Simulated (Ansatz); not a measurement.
This cell of LaAlO₃ (R-3c-perovskite type, space group R-3c) is off equilibrium:

```
CELL_PARAMETERS angstrom
      2.57157     1.48470     4.18706
     -2.57157     1.48470     4.18706
      0.00000    -2.96939     4.18706
ATOMIC_POSITIONS crystal
  La 0.25000 0.25000 0.25000
  La 0.75000 0.75000 0.75000
  Al 0.00000 0.00000 0.00000
  Al 0.50000 0.50000 0.50000
  O  0.75137 0.74863 0.25000
  O  0.25000 0.75137 0.74863
  O  0.74863 0.25000 0.75137
  O  0.24863 0.25137 0.75000
  O  0.75000 0.24863 0.25137
  O  0.25137 0.75000 0.24863
```

All values below come from r2SCAN (plane waves to 500 eV, PAW, scalar-relativistic; Ansatz, a quantum-chemistry and plane-wave program). k mesh 8×8×8 (Γ-centred), Fermi-Dirac smearing 0.05 eV. E stands for the smeared free energy. Stress and pressure are positive under compression. The relaxing atoms change the space group within the scan (R-3m at V/V₀ = 0.840), so nothing is fitted. LaAlO3 is run without spin polarisation. LaAlO3 was relaxed with its symmetry unable to fall. The PAW data are Ansatz's earlier set.

Problem. What is the stress tensor (GPa)?

Solution. 
```
   33.6      0.0      0.0
    0.0     33.6      0.0
    0.0      0.0     34.9
```
The pressure, a third of the trace, is 34.1 GPa.

Problem. It is the relaxed cell scaled evenly to V/V₀ = 0.880, atoms relaxed where free. What is its energy relative to the relaxed cell?

Solution. 123.3 meV/atom.

(A scan under strain: stresses follow from slopes of the energy per volume, elastic moduli from its curvatures.)
